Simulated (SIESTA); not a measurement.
## Sn in SIESTA: the effect of basis

The system is Sn.

```xyz
1
Lattice="-1.7265 1.7755 2.3383 1.7265 -1.7755 2.3383 1.7265 1.7755 -2.3383" Properties=species:S:1:pos:R:3 pbc="T T T"
Sn    0.0000    0.0000    0.0000
```

This isn't the form of Sn at room conditions, which is tetragonal (white tin).

Alike in all runs:

```yaml
Program: SIESTA 5.4.2
Task: band structure
Functional: PBEsol
Potentials_or_basis: PseudoDojo 0.4 standard (PBEsol files)
Grid_cutoff: 500 Ry
Energy_shift: 0.003 Ry
k_mesh: 11 × 11 × 11
Occupations: fermi-dirac, width 0.05 eV
Spin: no spin polarisation
```

| basis | pressure (GPa) |
| --- | --- |
| SZ | ? |
| SZP | -1.9 |
| DZ | -1.8 |
| DZP | -2.6 |
| TZP | -3.2 |
| TZDP | -3.4 |

What does the run with basis SZ give?

Pressure 1.9 GPa.

Caveats: the basis of atomic orbitals isn't converged, which shifts pressures, moduli and gaps; the basis has no polarisation orbitals (some runs).
